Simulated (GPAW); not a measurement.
AlN:

```xyz
4
Lattice="3.1130 0.0000 0.0000 -1.5565 2.6959 0.0000 0.0000 0.0000 4.9810" Properties=species:S:1:pos:R:3 pbc="T T T"
Al    1.5565    0.8986    2.4905
Al    0.0000    1.7973    0.0000
N     1.5565    0.8986    4.3833
N     0.0000    1.7973    1.8928
```

Base run:

* Program: GPAW 26.7.0
* Functional: PBE
* Potentials or basis: PAW data sets generated in the run's folder for this functional
* Cutoff: 600 eV
* Basis: pw
* k mesh: 8 × 8 × 5
* Occupations: fermi-dirac, width 0.01 eV
* Spin: no spin polarisation

Its results: band gap on the k mesh 4.20 eV, direct; pressure -1.6 GPa; largest force 0.133 eV/Å.

The run is repeated on the same cell with these changes: potentials or basis from PAW data sets generated in the run's folder for this functional to GPAW PAW data sets (gpaw-data 1.2.1); cutoff from 600 eV to 650 eV. What comes out?

Band gap on the k mesh 4.22 eV, direct; pressure 1.3 GPa; largest force 0.133 eV/Å.

Caveats: the cutoff is short for stress and forces, so pressures can be off by a GPa or more.

